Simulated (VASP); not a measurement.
KBr, 2 atoms in the cell. The structure is trigonal, space group R-3m (No. 166). The conventional cell has a = 4.680 Å, b = 4.680 Å, c = 11.291 Å, α = 90.00°, β = 90.00°, γ = 120.00°. Around K (site symmetry -3m) lie 6 Br at 3.29 Å. Br (site symmetry -3m) has 6 K at 3.29 Å as nearest neighbours.  The cell isn't the ideal one: equal xy, yz and zx shear strains of -1 %, PAW files.

| Property | Result |
| --- | --- |
| Program | VASP 6.6.1 |
| Task | electric field gradients |
| Functional | PBE |
| Potentials or basis | VASP PAW PBE potentials, release 64 (K_sv, Br) |
| Cutoff | 520 eV |
| k mesh | 7 × 7 × 7 |
| Occupations | fermi-dirac, width 0.01 eV |
| Spin | no spin polarisation |
| Dipole correction | no |
| Further INCAR settings | ALGO = Normal; EDIFF = 1e-08; NBANDS = 15 |

Potentials or basis: VASP PAW PBE potentials, release 64 (K_sv, Br).

Run with:

```console
$ cat potpaw_PBE.64/K_sv/POTCAR potpaw_PBE.64/Br/POTCAR > POTCAR
$ mpirun -np 1 vasp_std > vasp.out
```

Hardware: 1 thread of Intel(R) Xeon(R) Platinum 8488C (Sapphire Rapids) (shared host).

Estimate the wall time of this run.

Run time: 42 s on 1 thread of Intel(R) Xeon(R) Platinum 8488C (Sapphire Rapids) (shared host), peak memory 0.23 GiB. Counts: scf iterations 15, k points 44.
